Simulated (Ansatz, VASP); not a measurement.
## In: VASP beside Ansatz

Contents of INCAR:

```
ALGO     = Normal         # electronic algorithm
EDIFF    = 1E-7           # SCF threshold, eV
ENCUT    = 520            # plane-wave cutoff, eV
GGA      = PE             # functional
ISIF     = 2              # what is computed and relaxed
ISMEAR   = -1             # smearing method
LASPH    = T              # aspherical terms in the spheres
LCHARG   = F              # write CHGCAR
LREAL    = F              # projectors in reciprocal space
LWAVE    = F              # write WAVECAR
NBANDS   = 12             # bands
NELM     = 60             # most SCF steps
PREC     = Accurate       # precision mode
SIGMA    = 0.05           # smearing width, eV
```

The input KPOINTS:

```
k-points
0
Gamma
  10 10 10
```

File POSCAR:

```
In
1.0
   -1.8949926579      1.8949926579      1.8949926579
    1.8949926579     -1.8949926579      1.8949926579
    1.8949926579      1.8949926579     -1.8949926579
In
1
Direct
    0.0000000000      0.0000000000      0.0000000000
```

Contents of input.yaml:

```yaml
crystal:
  lattice:
    - [-1.8949926579, 1.8949926579, 1.8949926579]
    - [1.8949926579, -1.8949926579, 1.8949926579]
    - [1.8949926579, 1.8949926579, -1.8949926579]
  atoms:
    - { symbol: In, position: [0.0, 0.0, 0.0] }
hamiltonian:
  xc: pbe
  pseudopotentials: { kind: paw }
kpoints:
  mp_grid: { grid: [10, 10, 10] }
scf:
  occupations: { method: fermi_dirac, width: 0.05 }
output:
  forces: true
  stress: true
  eigenvalues: true
```

Change from the starting cell: volume scaled by 1.02.

Alike in both runs: task single point; functional PBE; k mesh 10 × 10 × 10; occupations fermi-dirac, width 0.05 eV; no spin polarisation.

|  | VASP | Ansatz |
| --- | --- | --- |
| version | VASP 6.6.1 | Ansatz 0.2.0 |
| potentials or method | VASP PAW PBE potentials, release 64 (In_d) | Ansatz PAW |
| plane-wave cutoff (eV) | 520 | 420 |
| valence electrons in the cell | 13 | 13 |

VASP gave:

| Item | Value |
| --- | --- |
| gap on the k mesh at the Fermi level (eV) | none |
| pressure (GPa) | 0.7 |

Problem. Estimate Ansatz's values.

Solution. gap on the k mesh at the Fermi level (eV): none; pressure (GPa): 0.8.

A gap of «none» marks a metal or a gap that the smearing closes.
